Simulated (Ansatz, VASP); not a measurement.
**Two plane-wave programs on CoO**

```xyz
4
Lattice="3.1318 0.0000 0.0000 -1.5659 2.7122 0.0000 0.0000 0.0000 5.2733" Properties=species:S:1:pos:R:3 pbc="T T T"
Co    0.0000    0.0000    0.0427
Co    0.0000    1.8082    2.6793
O     0.0000    0.0000    1.9348
O     0.0000    1.8082    4.5715
```

Alike in both runs: functional PBE; dispersion D3(BJ); k mesh 12 × 12 × 8; occupations gaussian, width 0.01 eV; collinear spin.

Ansatz relaxed the structure, and its values are those at the end. VASP's run is a single point on that final structure, the one shown.

|  | VASP | Ansatz |
| --- | --- | --- |
| version | VASP 6.6.1 | Ansatz 0.2.0 |
| potentials or method | VASP PAW PBE potentials, release 64 (Co, O) | scalar-relativistic, plane waves, PAW |
| plane-wave cutoff (eV) | 520 | 420 |
| valence electrons in the cell | 30 | 46 |

```csv
,VASP,Ansatz,Ansatz less VASP
gap on the k mesh at the Fermi level (eV),0.06,0.07,+0.002
least direct gap on the mesh (eV),0.19,0.18,-0.013
pressure (GPa),-0.1,0.0,+0.07
net moment per atom (μB),0.00,0.00,0.000
size of the moment on the site where the two differ most (μB),2.25,2.08,-0.167
```

Site moments also hang on the region over which each program counts them. The two sets of potentials don't hold the same shells in valence.
